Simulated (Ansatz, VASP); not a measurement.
# Two plane-wave programs on Ta3N2

```
Ta N
1.0
     3.40261    0.00000    0.00000
    -1.70131    2.94675    0.00000
     0.00000    0.00000    7.39909
Ta N
3 2
Cartesian
  0.0000 0.0000 1.9341
  0.0000 0.0000 5.4650
  0.0000 0.0000 0.0000
  1.7013 0.9822 6.6630
  1.7013 0.9822 0.7361
```

Alike in both runs: task single point; functional PBE; k mesh 6 × 6 × 4; occupations gaussian, width 0.1 eV; no spin polarisation.

|  | VASP | Ansatz |
| --- | --- | --- |
| version | VASP 6.6.1 | Ansatz 0.2.0 |
| potentials or method | VASP PAW PBE potentials, release 64 (Ta_pv, N) | scalar-relativistic, plane waves, PAW |
| plane-wave cutoff (eV) | 520 | 420 |
| valence electrons in the cell | 43 | 49 |

|  | VASP | Ansatz | Ansatz less VASP |
| --- | --- | --- | --- |
| gap on the k mesh at the Fermi level (eV) | none | none | - |
| rms of the force components (eV/Å) | 8.550 | 8.531 | -0.0188 |

Atom by atom the forces differ by 0.059 eV/Å (rms over components). A gap of «none» marks a metal or a gap that the smearing closes. With one functional, cell and mesh, what is left measures potentials, basis and numerics. The two sets of potentials don't hold the same shells in valence.

Caveats: forces of over 1 eV/Å show positions far from the minimum, so gaps and moduli don't describe the material at rest. Spin-orbit coupling is left out, which matters for the levels of Ta.
